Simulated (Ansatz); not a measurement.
Relaxed GeO$_{2}$ (rutile):

```
GeO2
1.0
    4.48750     0.00000     0.00000
    0.00000     4.48750     0.00000
    0.00000     0.00000     2.90497
Ge O
2 4
Direct
  0.00000   0.00000   0.00000
  0.50000   0.50000   0.50000
  0.30714   0.30714   0.00000
  0.80714   0.19286   0.50000
  0.19286   0.80714   0.50000
  0.69286   0.69286   0.00000
```

Computed with PBE (plane waves to 420 eV, PAW, scalar-relativistic; Ansatz, an electronic-structure program). k mesh 6×6×9 (Γ-centred), Fermi-Dirac smearing 0.05 eV. GeO2 was relaxed with its symmetry unable to fall.

One atom of the cell was then moved (with its periodic images), all else fixed, and the forces (eV/Å) came out as:

```
atom      Fx      Fy     Fz
----  ------  ------  -----
Ge1    1.626   0.001  0.000
Ge2   -3.120  -0.865  0.000
O3     0.683   0.476  0.000
O4     0.181  -0.288  0.000
O5    -0.128  -0.020  0.000
O6     0.759   0.696  0.000
```

Task: Which atom was moved, and by which vector (Å)?

Result: Ge2, by (0.14, 0.00, 0.00), 0.14 Å in all.

(For displaced atoms, the force is minus the slope of the energy, and its curvature is a force constant, which sets phonon frequencies.)
